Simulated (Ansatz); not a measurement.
The system is Al2O3.

```
Al O
1.0
     3.01748    0.00000    0.00000
    -1.50874    2.61322    0.00000
     0.00000    0.00000    7.57464
Al O
2 3
Direct
  0.00000 0.00000 0.72205
  0.00000 0.00000 0.27795
  0.00000 0.00000 0.50000
  0.66667 0.33333 0.80055
  0.33333 0.66667 0.19945
```

Measurements of this composition are mostly on another form, of space group No. 167.

```yaml
Program: Ansatz 0.2.0
Task: relaxation of cell and atoms
Functional: LDA
Potentials_or_basis: Ansatz PAW
Cutoff: "420 eV (not typed: the program's choice for these potentials)"
k_mesh: 10 × 10 × 4
Occupations: fermi-dirac, width 0.05 eV
Spin: no spin polarisation
```

At the start: volume 11.95 Å³/atom.

**Question.** Where does the relaxation end?

**Answer.** It ends after 10 steps and the volume is 11.18 Å³/atom (-6.4 %); space group P-3m1 (No. 164, to 0.05 Å).

Step by step:
```tsv
step	energy change (eV)	largest force (eV/Å)	volume (Å³)
1	0.0000	0.4586	59.73
2	-0.0674	0.3431	57.72
3	-0.0971	0.0642	56.29
4	-0.0955	0.0080	56.63
5	-0.0831	0.0074	56.63
6	-0.0872	0.0078	55.99
7	-0.0871	0.0043	56.02
8	-0.0841	0.0040	56.02
9	-0.0848	0.0004	55.90
10	-0.0842	0.0004	55.90
```

Final structure:
```yaml
crystal:
  lattice:
    - [2.96261, 0.00000, 0.00000]
    - [-1.48130, 2.56569, 0.00000]
    - [0.00000, 0.00000, 7.35369]
  atoms:
    - { symbol: Al, position: [0.00000, 0.00000, 0.72558] }
    - { symbol: Al, position: [0.00000, 0.00000, 0.27442] }
    - { symbol: O, position: [0.00000, 0.00000, 0.50000] }
    - { symbol: O, position: [0.66667, 0.33333, 0.80477] }
    - { symbol: O, position: [0.33333, 0.66667, 0.19523] }
```

Caveat: the plane-wave basis is chosen anew once the cell has moved, so the energies of steps on either side of that aren't comparable; the pressure holds a Pulay correction of +0.9 GPa for the finite cutoff; the PAW data sets come from PBE, with cores solved anew for the run's functional, which leaves a small shift of forces and pressure.
